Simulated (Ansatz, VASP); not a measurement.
## Two plane-wave programs on GaN

```
Ga N
1.0
     0.00000    2.25350    2.25350
     2.25350    0.00000    2.25350
     2.25350    2.25350    0.00000
Ga N
1 1
Direct
  0.00000 0.00000 0.00000
  0.25000 0.25000 0.25000
```

The cell is a database's computed one.

Alike in both runs: functional RPBE; k mesh 10 × 10 × 10; occupations fermi-dirac, width 0.05 eV; no spin polarisation.

```csv
,VASP,Ansatz
version,VASP 6.6.1,Ansatz 0.2.0
potentials or method,"VASP PAW PBE potentials, release 64 (Ga_d, N)",Ansatz PAW
plane-wave cutoff (eV),520,420
valence electrons in the cell,18,18
task,single point,band structure
```

Ansatz gave:

* gap on the k mesh at the Fermi level (eV): 1.75
* least direct gap on the mesh (eV): 1.75
* pressure (GPa): 9.2

Q: Which values does VASP return?

A: gap on the k mesh at the Fermi level (eV): 1.78; least direct gap on the mesh (eV): 1.78; pressure (GPa): 9.0.

With one functional, cell and mesh, what is left measures potentials, basis and numerics.

Caveats: the PAW data sets were made with another functional, which shifts forces and pressure a little (VASP); the pressure holds a Pulay correction of +0.5 GPa for the finite cutoff (Ansatz); the PAW data sets come from PBE, with cores solved anew for the run's functional, which leaves a small shift of forces and pressure (Ansatz). Expect the measured gap to be larger: semilocal functionals such as RPBE lack the derivative discontinuity.
